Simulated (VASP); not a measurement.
# Mo: relaxation of cell and atoms with PBE

Mo:

```xyz
1
Lattice="-1.5734 1.5734 1.5734 1.5734 -1.5734 1.5734 1.5734 1.5734 -1.5734" Properties=species:S:1:pos:R:3 pbc="T T T"
Mo    0.0000    0.0000    0.0000
```

```yaml
Program: VASP 6.6.1
Task: relaxation of cell and atoms
Functional: PBE
Potentials_or_basis: VASP PAW PBE potentials, release 64 (Mo_sv)
Cutoff: 520 eV
k_mesh: 18 × 18 × 18
Occupations: gaussian, width 0.1 eV
Spin: collinear spin, ferromagnetic start
Starting_moments: "[1] μB"
Further_INCAR_settings: ALGO = Normal; EDIFF = 1e-07; IBRION = 2; EDIFFG = -0.002; NSW = 80; ISIF = 3
```

| Item | Value |
| --- | --- |
| Relaxed volume | 15.81 Å³/atom |
| Relaxed cell | a = 2.739 Å, b = 2.739 Å, c = 2.739 Å, α = 109.47°, β = 109.47°, γ = 109.47° |
| Space group after relaxing (to 0.05 Å) | Im-3m (No. 229) |
| Energy gained by relaxing | 2.9 meV/atom |
| Ionic steps | 4 |
| Pressure after relaxing | 0.0 GPa |
| Band gap on the k mesh | none (metal or under the smearing width) |
| Net moment | 0.00 μB per cell |
| Valence electrons inside the program's atomic spheres | Mo 12.47 |

Step by step:
```tsv
step	energy change (eV)	largest force (eV/Å)	pressure (GPa)	volume (Å³)
1	0.0000	0.0000	3.99	15.58
2	0.0177	0.0000	-9.68	16.47
3	-0.0029	0.0000	-0.06	15.82
4	-0.0029	0.0000	0.02	15.81
```

Final structure:
```yaml
crystal:
  lattice:
    - [-1.58122, 1.58122, 1.58122]
    - [1.58122, -1.58122, 1.58122]
    - [1.58122, 1.58122, -1.58122]
  atoms:
    - { symbol: Mo, position: [0.00000, 0.00000, 0.00000] }
```

Levels at points of the mesh, in eV from the Fermi level:
Spin up:
```csv
k point,band 3,band 4,band 5,band 6,band 7,band 8,band 9,band 10,band 11,band 12
"(0.00, 0.00, 0.00)",-34.59,-34.59,-7.21,-1.36,-1.36,-1.36,1.62,1.62,14.80,14.80
"(0.50, 0.00, 0.00)",-35.02,-34.60,-5.27,-3.36,1.57,1.65,2.27,4.65,11.45,11.92
"(0.50, 0.50, 0.50)",-35.52,-35.52,-5.37,-5.37,3.90,3.90,3.90,8.96,8.96,8.96
```
Spin down:
```
           k point  band 5  band 6  band 7  band 8  band 9  band 10
(0.00, 0.00, 0.00)   -7.21   -1.36   -1.36   -1.36    1.62     1.62
(0.50, 0.00, 0.00)   -5.27   -3.36    1.57    1.65    2.27     4.65
(0.50, 0.50, 0.50)   -5.37   -5.37    3.90    3.90    3.90     8.96
```

It took 2.7 min on 1 thread of Intel(R) Xeon(R) Platinum 8375C CPU @ 2.90GHz (Ice Lake), on a shared host, peak memory 0.18 GiB.

PBE usually gives volumes a little too large and moduli too small. Zero-point motion and thermal expansion aren't in these numbers.
